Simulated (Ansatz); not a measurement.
# Cu: the cost of one run

Computed with Ansatz 0.2.0 (DFT PBE, scalar-relativistic, plane waves, PAW, unless a step's input says otherwise).

2 further runs of the same task are left out: 2 that didn't finish.

## (1) Starting point

Symmetry: P2/m, No. 10, monoclinic system. Conventional cell: a = 11.570 Å, b = 2.238 Å, c = 22.224 Å, α = 90.00°, β = 101.93°, γ = 90.00°. Cu (site symmetry 2/m) has 2 Cu at 2.24 Å as nearest neighbours.

Coordinates:

```cif
data_structure
_symmetry_space_group_name_H-M 'P2/m'
_symmetry_Int_Tables_number 10
_cell_length_a 11.5703
_cell_length_b 2.2382
_cell_length_c 22.2237
_cell_angle_alpha 90.000
_cell_angle_beta 101.934
_cell_angle_gamma 90.000
_cell_volume 563.08
loop_
_atom_site_label
_atom_site_type_symbol
_atom_site_symmetry_multiplicity
_atom_site_Wyckoff_symbol
_atom_site_fract_x
_atom_site_fract_y
_atom_site_fract_z
_atom_site_occupancy
Cu1 Cu 1 h 0.50000 0.50000 0.50000 1
```

The structure comes from the Materials Project (structure only).

## (2) A change within a subgroup

The change: strain xx, yy, zz, yz, xz, xy = -0.6, +0.0, +2.7, -0.4, -0.2, -0.5 %.

Input file input.yaml:

```yaml
crystal:
  lattice:
    - [11.5044192079, -0.057041352, -0.0285785273]
    - [-0.0110343857, 2.2378987503, -0.0086618808]
    - [-4.623181011, -0.0614904869, 22.3435504949]
  atoms:
    - { symbol: Cu, position: [0.5, 0.5, 0.5] }
basis:
  ecutwfc: 420
kpoints:
  mp_grid: { grid: [4, 12, 2] }
hamiltonian:
  xc: pbe
scf:
  occupations: { method: gaussian, width: 0.02 }
output:
  forces: true
  stress: true
  eigenvalues: true
```

Run with:

```
$ ansatz run input.yaml --threads 1 --pin off --max-ram 1331MiB --backend cpu --events-out ev --progress --plain --runs-dir out
```

**Question.** How long does this run take on 1 thread of an x86-64 CPU, shared host, and how much memory does it need?

About 15 s, with a peak of 0.82 GiB.
